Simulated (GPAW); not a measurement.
Input of a GPAW 26.7.0 run:

run.py

```python
from ase import Atoms
from ase.eos import EquationOfState
from ase.io import Trajectory
from ase.units import GPa
from gpaw import GPAW, PW

atoms = Atoms(['Se', 'Mg'],
              cell=[[0.0, 2.7255, 2.7255],
                    [2.7255, 0.0, 2.7255],
                    [2.7255, 2.7255, 0.0]],
              scaled_positions=[[0.5, 0.5, 0.5],
                                [0.0, 0.0, 0.0]],
              pbc=True)

traj = Trajectory('eos.traj', 'w')
volumes, energies = [], []
for x in [0.94, 0.96, 0.98, 1.0, 1.02, 1.04, 1.06]:
    a = atoms.copy()
    a.set_cell(atoms.cell * x**(1 / 3), scale_atoms=True)
    calc = GPAW(mode=PW(800),
                xc='MGGA_X_R2SCAN+MGGA_C_R2SCAN',
                kpts={'size': (8, 8, 8), 'gamma': True},
                occupations={'name': 'fermi-dirac', 'width': 0.05},
                nbands=16,
                convergence={'density': 1e-05, 'energy': 1e-05},
                maxiter=150,
                txt=f'eos-{x:.2f}.txt')
    a.calc = calc
    energies.append(a.get_potential_energy(force_consistent=True))
    volumes.append(a.get_volume())
    p = -a.get_stress()[:3].mean() / GPa
    calc.write(f'eos-{x:.2f}.gpw')
    traj.write(a)
    print(f'{x:.2f} {volumes[-1]:10.4f} A^3 {energies[-1]:14.6f} eV {p:9.3f} GPa', flush=True)

v0, e0, B = EquationOfState(volumes, energies, eos='birchmurnaghan').fit()
print(f'V0 = {v0:.4f} A^3, E0 = {e0:.6f} eV, B0 = {B / GPa:.2f} GPa')
```

Potentials or basis: GPAW PAW data sets (gpaw-data 1.2.1), pw.

The run is started by

```bash
$ OMP_NUM_THREADS=1 python run.py
```

(1) Estimate the bulk modulus.

(2) What does it give for the equilibrium volume?

Answers

(1) 67 GPa (rough).

(2) 20.53 Å³/atom (rough: see the caveat).

Caveat: the points scatter about the fit; the PAW data sets were made with another functional, which shifts forces and pressure a little.
